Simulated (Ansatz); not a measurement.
# TiO2 (P4_2/mnm) in Ansatz: further runs

One crystal, TiO2, is run at these levels: r2SCAN, SVWN5, PBE; tasks: band structure.

Program: Ansatz 0.2.0. These are calculated values, not measurements. Logs are shortened: lines on timing, memory, paths and dates and some standing lists are left out, and cuts for length are marked.

**The experiment to reproduce.**

From “Shallow Valence Band of Rutile GeO2 and P-type Doping”, 2020, arxiv:2011.08928, for a bulk crystal of TiO2 at 1.6 K: band gap 3.03 eV (direct).

The results are compared with them further down.

## Step 1: Starting point

Symmetry: P4_2/mnm, No. 136, tetragonal system. The conventional cell has a = 4.600 Å, b = 4.600 Å, c = 2.959 Å, α = 90.00°, β = 90.00°, γ = 90.00°. Around Ti (site symmetry mmm) lie 6 O at 1.95 to 1.98 Å. O (site symmetry m2m) is surrounded by 3 Ti at 1.95 to 1.98 Å.

The cell is a database's computed one.

## Step 2: Band structure, r2SCAN

Input file input.yaml:

```yaml
crystal:
  lattice:
    - [4.5998373239, 0.0, 0.0]
    - [0.0, 4.5998373239, 0.0]
    - [0.0, 0.0, 2.95921356]
  atoms:
    - { symbol: Ti, position: [0.0, 0.0, 0.5] }
    - { symbol: Ti, position: [0.5, 0.5, 0.0] }
    - { symbol: O, position: [0.30432132, 0.30432132, 0.5] }
    - { symbol: O, position: [0.19567868, 0.80432132, 0.0] }
    - { symbol: O, position: [0.80432132, 0.19567868, 0.0] }
    - { symbol: O, position: [0.69567868, 0.69567868, 0.5] }
hamiltonian:
  xc: r2scan
  pseudopotentials: { kind: paw }
kpoints:
  mp_grid: { grid: [6, 6, 9] }
  band_path:
    path:
      - [[0.0, 0.0, 0.0], [0.0, 0.5, 0.0], [0.5, 0.5, 0.0], [0.0, 0.0, 0.0], [0.0, 0.0, 0.5], [0.0, 0.5, 0.5], [0.5, 0.5, 0.5], [0.0, 0.0, 0.5]]
      - [[0.0, 0.5, 0.0], [0.0, 0.5, 0.5]]
      - [[0.5, 0.5, 0.0], [0.5, 0.5, 0.5]]
    npoints: 14
scf:
  occupations: { method: fermi_dirac, width: 0.05 }
  n_extra_bands: 15
output:
  forces: true
  stress: true
  eigenvalues: true
  fatbands: false
```

Potentials or basis: Ansatz PAW.

Started as:

```bash
$ ansatz run input.yaml --threads 2 --pin off --max-ram 5120MiB --backend cpu --events-out ev --progress --plain --runs-dir out
```

Log:

```text
Warning: RAYON_NUM_THREADS=2 ignored (pool sized by the plan → 2); use --threads N
scf.n_extra_bands = 15 over 24 filled bands (N_el = 48.0): the run solves 39 bands
Engine: ansatz 0.2.0, aarch64-unknown-linux-gnu
Pseudopotentials: kind: paw
Pseudopotential: Ti, paw, valence charge 12, recommended cutoff 500 eV (meta_gga), Ti.paw.azcp
Pseudopotential: O, paw, valence charge 6, recommended cutoff 500 eV (meta_gga), O.paw.azcp
Functional definition: r2SCAN
  parameter k0 = 0.174
  parameter k1 = 0.065
  parameter a1 = 4.9479
  exchange = r2scan_x(k0 = k0, k1 = k1, a1 = a1)
  correlation = r2scan_c
Crystal: 6 atoms, lattice volume = 62.613 Å³
Basis set: ecut = 500 eV, 1559 PW (Γ), exchange–correlation on 144×144×96 points (64 copies of the dense FFT grid, shifted against one another)
Bands: 39, of which v1, the nominal top of the filled ones, is band 24 counted from 1 (23 counted from 0)
Symmetry: 16 space group operations
Space group: P42/mnm (ITA 136), of the structure as read, at distance tolerance 4.0e-5 Å
k-points: 50 of 324
Non-local potential: Ti, projectors of the file, l = 0: 3, l = 1: 2, l = 2: 3, l = 3: 1
Non-local potential: O, projectors of the file, l = 0: 2, l = 1: 2, l = 2: 1
PAW form: soft (Blöchl's): semilocal exchange-correlation on the pseudo side does not see the compensation charge
PAW frozen core: Ti, regenerated for the run's functional (the file was generated under x = pbe(κ = 0.804, μ = 0.2195149727645171), c = pbe(β = 0.06672455060314922))
PAW frozen core: O, regenerated for the run's functional (the file was generated under x = pbe(κ = 0.804, μ = 0.2195149727645171), c = pbe(β = 0.06672455060314922))
PAW one-centre angular grid: Ti, 590 points (default); XC on 160 Gauss nodes
PAW one-centre angular grid: O, 302 points (default); XC on 160 Gauss nodes
Initial density: superposition of atomic densities (neutral atoms: chi_scale 0, normalization atom), corrected by the library's trained network
Initial wavefunctions: pseudopotential atomic-orbital guess
Functional: x = r2scan, c = r2scan; τ floored in thin density (d = 2e-4 eV/Å³)
SCF iter   1: F=—  HF=-7292.563671 eV  |F-HF|=—  |Δ(HF+E_count)|=         —  Δρ=2.75e-2  dr2=5.56e-1  dr2_τ=3.83e-1  ethr=1.77e-3  ⟨swp⟩=5.7  Hψ=8399  notcnv=0  defer=47
preconditioner: auto → Resta (q_TF=auto, 2.610 Å⁻¹)  ε∞=4.2  [insulator: Δε(μ)=2.716 eV  Ē_g=14.818 eV  σ=0.050 eV  W_gap=1.00  n_scr=18 (ndim 8)  ℏωp=26.5 eV  f_vac=0.017  D(μ)=0.00/eV (n_scr^D=0)  ε∞_Penn≈4.2]
SCF iter   2: F=—  HF=-7292.590417 eV  |F-HF|=—  |Δ(HF+E_count)|=   2.67e-2  Δρ=1.49e-2  dr2=8.31e-2  dr2_τ=3.48e-2  ethr=1.16e-3  ⟨swp⟩=3.0  Hψ=3775  notcnv=0  defer=425
SCF iter   3: F=—  HF=-7292.577163 eV  |F-HF|=—  |Δ(HF+E_count)|=   1.33e-2  Δρ=4.08e-3  dr2=5.99e-3  dr2_τ=5.55e-4  ethr=1.73e-4  ⟨swp⟩=2.0  Hψ=2476  notcnv=0  defer=425
SCF iter   4: F=—  HF=-7292.576995 eV  |F-HF|=—  |Δ(HF+E_count)|=   1.68e-4  Δρ=1.16e-3  dr2=4.67e-4  dr2_τ=1.10e-4  ethr=1.25e-5  ⟨swp⟩=2.0  Hψ=2306  notcnv=0  defer=425
SCF iter   5: F=—  HF=-7292.577046 eV  |F-HF|=—  |Δ(HF+E_count)|=   5.12e-5  Δρ=1.84e-4  dr2=1.57e-5  dr2_τ=1.75e-6  ethr=9.72e-7  ⟨swp⟩=2.3  Hψ=2422  notcnv=0  defer=425
SCF iter   6: F=—  HF=-7292.577055 eV  |F-HF|=—  |Δ(HF+E_count)|=   8.68e-6  Δρ=4.36e-5  dr2=1.78e-6  dr2_τ=6.44e-8  ethr=3.26e-8  ⟨swp⟩=2.3  Hψ=2751  notcnv=0  defer=425
SCF iter   7: F=—  HF=-7292.577055 eV  |F-HF|=—  |Δ(HF+E_count)|=   9.06e-8  Δρ=2.04e-5  dr2=3.06e-7  dr2_τ=1.38e-8  ethr=3.70e-9  ⟨swp⟩=2.9  Hψ=2920  notcnv=0  defer=425
SCF iter   8: F=-7292.577055 eV  HF=-7292.577055 eV  |F-HF|=4.83e-9  |Δ(HF+E_count)|=   3.88e-8  Δρ=3.21e-6  dr2=7.54e-9  dr2_τ=1.54e-10  ethr=2.08e-10  ⟨swp⟩=9.0  Hψ=8376  notcnv=0
SCF 1 converged in 8 iterations: F = -7292.577055 eV  dr2 = 7.54e-9
NSCF: frozen V_eff on 129 k-points
SCF converged after 8 iterations
Free energy (F): -7292.577055 eV
Harris-Foulkes:  -7292.577055 eV  (|F-HF|=4.83e-9)
Internal energy: -7292.577055 eV  (E = F + TS)
E sigma→0 (E₀):  -7292.577055 eV
Fermi energy:    9.843883 eV
--- Per-component energies (eV) ---
  E_band       = -442.982694
  E_kinetic    = 1250.520218
  E_local      = -3082.107700  (includes V_loc(G=0)·N_el)
  E_nonlocal   = 191.720963
  E_hartree    = 1171.008641
  E_xc         = -482.795691
  E_vxc        = -693.074818  (∫ρ·V_xc dr)
  E_paw        = -2747.198339  (= ΣΔE_a)
  E_vpaw       = -497.659289  (= ΣTr[D̂ρ^β])
  E_aug_tail   = 0.004744  (compensation charges beyond the density's cutoff)
  E_vtau       = 45.596576  (kinetic-family band-sum trace: ∫τ·v_τ [+ j·A + Jᵃ·Aᵃ] dr)
  E_ewald      = -3593.095214
  E_core_change = -0.634678  (= ΣΔE_core)
  E_smearing   = -0.000000  (= −TS)
  E_closure    = -0.000000  (closes the sum)
  Σ components = -7292.577055   (vs F -7292.577055, Δ=0.00e0)
--- Forces (eV/Å), atoms counted from 1 ---
  atom   1  Ti     0.00000000    -0.00000000     0.00000000
  atom   2  Ti     0.00000000     0.00000000     0.00000000
  atom   3  O      0.03947424     0.03947424     0.00000000
  atom   4  O     -0.03947424     0.03947424     0.00000000
  atom   5  O      0.03947424    -0.03947424     0.00000000
  atom   6  O     -0.03947424    -0.03947424     0.00000000
  max |Σ_I F_I| component: 2.08e-17 eV/Å
--- Stress (GPa, compression-positive) ---
       -0.768191       0.000000       0.000000
        0.000000      -0.768191       0.000000
        0.000000       0.000000      -1.324336
  P = ⅓ Tr σ = -0.9536 GPa (-9.536 kbar)
--- Band table (eV; the first three rows and the last of 50) ---
  k-point 0: bands = ["-50.4131", "-50.3959", "-25.6613", "-25.6613", "-25.4864", "-25.4864", "-25.4403", "-25.4050", "-10.4689", "-9.3218", "-8.5758", "-8.5758", "2.9092", "3.2888", "3.7787", "4.8312", "4.8312", "6.1387", "6.1387", "6.7010", "8.0152", "8.2858", "8.2858", "8.7707", "10.9688", "11.2825", "11.5013", "11.6041", "11.6041", "13.4627", "13.6804", "15.7219", "15.7219", "16.8117", "17.3371", "21.2377", "21.2377", "24.1627", "25.1759"]
  k-point 1: bands = ["-50.4079", "-50.3918", "-25.6468", "-25.6468", "-25.4940", "-25.4841", "-25.4841", "-25.4616", "-10.3399", "-9.2484", "-8.6380", "-8.6380", "3.0883", "3.4237", "3.9235", "4.6913", "4.6913", "6.3327", "6.3971", "6.3971", "7.5137", "8.0448", "8.0448", "8.7025", "11.2674", "11.3941", "11.4253", "11.7551", "11.7551", "13.5792", "13.6530", "15.5310", "15.5310", "16.6198", "17.7246", "21.7518", "21.7518", "24.1880", "25.0687"]
  k-point 2: bands = ["-50.3946", "-50.3814", "-25.6275", "-25.6086", "-25.6086", "-25.6027", "-25.4792", "-25.4792", "-9.9961", "-9.0760", "-8.7948", "-8.7948", "3.5618", "3.7664", "4.3488", "4.5598", "4.5598", "5.5506", "6.5141", "6.8344", "6.8344", "7.4382", "7.4382", "8.4079", "11.3311", "11.6007", "11.8095", "12.1164", "12.1164", "13.2879", "14.0669", "15.2216", "15.2216", "16.0654", "18.7376", "22.9414", "22.9414", "24.2826", "24.6014"]
  k-point 49: bands = ["-50.3655", "-50.3655", "-25.8638", "-25.8638", "-25.5244", "-25.5244", "-25.4852", "-25.4852", "-9.1771", "-9.1771", "-8.9331", "-8.9331", "3.9632", "3.9632", "4.1107", "4.1107", "5.1358", "5.1358", "5.9957", "5.9957", "7.4180", "7.4180", "8.0281", "8.0281", "11.7418", "11.7418", "12.2945", "12.2945", "12.3154", "12.3154", "15.0534", "15.0534", "15.0809", "15.0809", "21.1862", "21.1862", "23.9208", "23.9208", "24.5018"]
```

Run time: 16 s. Hardware: 2 threads of Arm Neoverse V1, shared host; peak memory 0.53 GiB.

Results:

| Quantity | Value |
| --- | --- |
| Free energy | -7292.5771 eV |
| Pressure | -1.0 GPa |
| Largest force | 0.056 eV/Å |
| Band gap on the k mesh | 2.20 eV, direct |
| Band gap along the path | 2.20 eV, direct |

Forces on the atoms (eV/Å):
```
Ti   0.000  0.000  0.000
Ti   0.000  0.000  0.000
O    0.039  0.039  0.000
O   -0.039  0.039  0.000
O    0.039 -0.039  0.000
O   -0.039 -0.039  0.000
```

Stress tensor (GPa, compression positive):
```
-0.77  0.00  0.00
 0.00 -0.77  0.00
 0.00  0.00 -1.32
```

Levels at the corners of the path, in eV from the valence-band top:
```tsv
point	band 20	band 21	band 22	band 23	band 24	band 25	band 26	band 27	band 28	band 29
Γ	-2.07	-0.76	-0.48	-0.48	0.00	2.20	2.51	2.73	2.83	2.83
X	-3.14	-1.70	-1.70	-0.77	-0.77	2.87	2.87	3.36	3.36	3.89
M	-2.21	-1.38	-1.38	-1.12	-1.12	2.24	2.24	2.86	2.86	4.15
Γ	-2.07	-0.76	-0.48	-0.48	0.00	2.20	2.51	2.73	2.83	2.83
Z	-2.86	-2.40	-2.40	-1.47	-1.47	3.29	3.29	3.53	3.53	3.99
R	-2.46	-2.07	-2.07	-1.09	-1.09	2.25	2.25	3.55	3.55	4.23
A	-2.83	-1.32	-1.32	-0.71	-0.71	2.93	2.93	3.54	3.54	3.58
Z	-2.86	-2.40	-2.40	-1.47	-1.47	3.29	3.29	3.53	3.53	3.99
X	-3.14	-1.70	-1.70	-0.77	-0.77	2.87	2.87	3.36	3.36	3.89
R	-2.46	-2.07	-2.07	-1.09	-1.09	2.25	2.25	3.55	3.55	4.23
M	-2.21	-1.38	-1.38	-1.12	-1.12	2.24	2.24	2.86	2.86	4.15
A	-2.83	-1.32	-1.32	-0.71	-0.71	2.93	2.93	3.54	3.54	3.58
```

Caveat: the PAW data sets come from PBE, with cores solved anew for the run's functional, which leaves a small shift of forces and pressure.

## Step 3: Band structure, SVWN5

input.yaml: that of step 2 with these lines changed.

```diff
@@ -13,3 +13,3 @@
 hamiltonian:
-  xc: r2scan
+  xc: { exchange: slater, correlation: vwn5 }
   pseudopotentials: { kind: paw }
```

Potentials or basis: Ansatz PAW.

Started as:

```bash
$ ansatz run input.yaml --threads 2 --pin off --max-ram 5120MiB --backend cpu --events-out ev --progress --plain --runs-dir out
```

Wall time 6.7 s (2 threads of Arm Neoverse V1, shared host); peak memory 0.39 GiB.

The run converged. Its results:

```
Free energy             : -7131.0579 eV
Pressure                : -9.1 GPa
Largest force           : 0.133 eV/Å
Band gap on the k mesh  : 1.78 eV, direct
Band gap along the path : 1.78 eV, direct
```

Forces on the atoms (eV/Å):
```
Ti   0.000  0.000  0.000
Ti   0.000  0.000  0.000
O    0.094  0.094  0.000
O   -0.094  0.094  0.000
O    0.094 -0.094  0.000
O   -0.094 -0.094  0.000
```

Stress tensor (GPa, compression positive):
```
 -8.09   0.00   0.00
  0.00  -8.09   0.00
  0.00   0.00 -11.22
```

Levels at the corners of the path, in eV from the valence-band top:
```
point  band 21  band 22  band 23  band 24  band 25  band 26  band 27  band 28
    Γ    -0.70    -0.46    -0.46     0.00     1.78     2.05     2.32     2.42
    X    -1.66    -1.66    -0.75    -0.75     2.44     2.44     2.96     2.96
    M    -1.31    -1.31    -1.09    -1.09     1.82     1.82     2.45     2.45
    Γ    -0.70    -0.46    -0.46     0.00     1.78     2.05     2.32     2.42
    Z    -2.43    -2.43    -1.44    -1.44     2.92     2.92     3.11     3.11
    R    -2.07    -2.07    -1.05    -1.05     1.82     1.82     3.13     3.13
    A    -1.31    -1.31    -0.68    -0.68     2.53     2.53     3.13     3.13
    Z    -2.43    -2.43    -1.44    -1.44     2.92     2.92     3.11     3.11
    X    -1.66    -1.66    -0.75    -0.75     2.44     2.44     2.96     2.96
    R    -2.07    -2.07    -1.05    -1.05     1.82     1.82     3.13     3.13
    M    -1.31    -1.31    -1.09    -1.09     1.82     1.82     2.45     2.45
    A    -1.31    -1.31    -0.68    -0.68     2.53     2.53     3.13     3.13
```

Caveat: the pressure holds a Pulay correction of +1.0 GPa for the finite cutoff; the PAW data sets come from PBE, with cores solved anew for the run's functional, which leaves a small shift of forces and pressure.

## Step 4: Band structure, PBE

input.yaml: that of step 3 with these lines changed.

```diff
@@ -13,4 +13,4 @@
 hamiltonian:
-  xc: { exchange: slater, correlation: vwn5 }
-  pseudopotentials: { kind: paw }
+  xc: pbe
+  pseudopotentials: { kind: nc, accuracy: stringent }
 kpoints:
@@ -30,2 +30,2 @@
   eigenvalues: true
-  fatbands: false
+  fatbands: true
```

Potentials or basis: PseudoDojo stringent (PBE files).

Started as:

```bash
$ ansatz run input.yaml --threads 2 --pin off --max-ram 5120MiB --backend cpu --events-out ev --progress --plain --runs-dir out
```

It took 47 s on 2 threads of Arm Neoverse V1, shared host; peak memory 0.93 GiB.

The run converged. Its results:

* Free energy: -5044.5855 eV
* Pressure: 3.9 GPa
* Largest force: 0.014 eV/Å
* Band gap on the k mesh: 1.88 eV, direct
* Band gap along the path: 1.88 eV, direct

Forces in eV/Å, atoms in the order of the input:
```
Ti   0.000  0.000  0.000
Ti   0.000  0.000  0.000
O    0.010  0.010  0.000
O   -0.010  0.010  0.000
O    0.010 -0.010  0.000
O   -0.010 -0.010  0.000
```

Stress tensor (GPa, compression positive):
```
4.12 0.00 0.00
0.00 4.12 0.00
0.00 0.00 3.37
```

Levels at the corners of the path, in eV from the valence-band top:
```
point  band 22  band 23  band 24  band 25  band 26  band 27
    Γ    -0.46    -0.46     0.00     1.88     2.16     2.42
    X    -1.65    -0.74    -0.74     2.54     2.54     3.04
    M    -1.32    -1.08    -1.08     1.92     1.92     2.54
    Γ    -0.46    -0.46     0.00     1.88     2.16     2.42
    Z    -2.36    -1.43    -1.43     2.99     2.99     3.20
    R    -2.03    -1.04    -1.04     1.93     1.93     3.22
    A    -1.28    -0.68    -0.68     2.62     2.62     3.22
    Z    -2.36    -1.43    -1.43     2.99     2.99     3.20
    X    -1.65    -0.74    -0.74     2.54     2.54     3.04
    R    -2.03    -1.04    -1.04     1.93     1.93     3.22
    M    -1.32    -1.08    -1.08     1.92     1.92     2.54
    A    -1.28    -0.68    -0.68     2.62     2.62     3.22
```

## Step 5: Summary

```csv
level,potentials or basis,cutoff (eV),gap on the mesh (eV),pressure (GPa),largest force (eV/Å)
r2SCAN,Ansatz PAW,500,2.20,-1.0,0.06
SVWN5,Ansatz PAW,420,1.78,-9.1,0.13
PBE,PseudoDojo stringent (PBE files),1252,1.88,3.9,0.01
```

Alike in all rows: task band structure; no spin polarisation; cell as given; k mesh 6 × 6 × 9; smearing fermi-dirac 0.05 eV.

Caveats: the PAW data sets come from PBE, with cores solved anew for the run's functional, which leaves a small shift of forces and pressure (some runs).

Absolute energies hang on the potentials; compare differences alone.

## Step 6: Against experiment

Step 2. Against the measured gap of TiO2, 3.03 eV (direct; 1.6 K; quoted in “Shallow Valence Band of Rutile GeO2 and P-type Doping”, 2020, arxiv:2011.08928), the calculated 2.20 eV is off by -0.83 eV. 2 values of this kind are on record in papers (3.03 to 3.05 eV); this one was drawn at random among those near their median. The value is that of r2SCAN, without temperature or zero-point motion. The cell is a database's relaxed one, not the measured one, which moves gaps too.

Step 3. Against the measured gap of TiO2, 3.03 eV (direct; 1.6 K; quoted in “Shallow Valence Band of Rutile GeO2 and P-type Doping”, 2020, arxiv:2011.08928), the calculated 1.78 eV is off by -1.25 eV. 2 values of this kind are on record in papers (3.03 to 3.05 eV); this one was drawn at random among those near their median. The value is that of SVWN5, without temperature or zero-point motion. The cell is a database's relaxed one, not the measured one, which moves gaps too.

Step 4. A measured gap of TiO2 is 3.03 eV (direct; 1.6 K; quoted in “Shallow Valence Band of Rutile GeO2 and P-type Doping”, 2020, arxiv:2011.08928); the calculated 1.88 eV misses it by -1.15 eV. 2 values of this kind are on record in papers (3.03 to 3.05 eV); this one was drawn at random among those near their median. The value is that of PBE, without temperature or zero-point motion. Semilocal functionals fall short of measured gaps as a rule. The cell is a database's relaxed one, not the measured one, which moves gaps too.
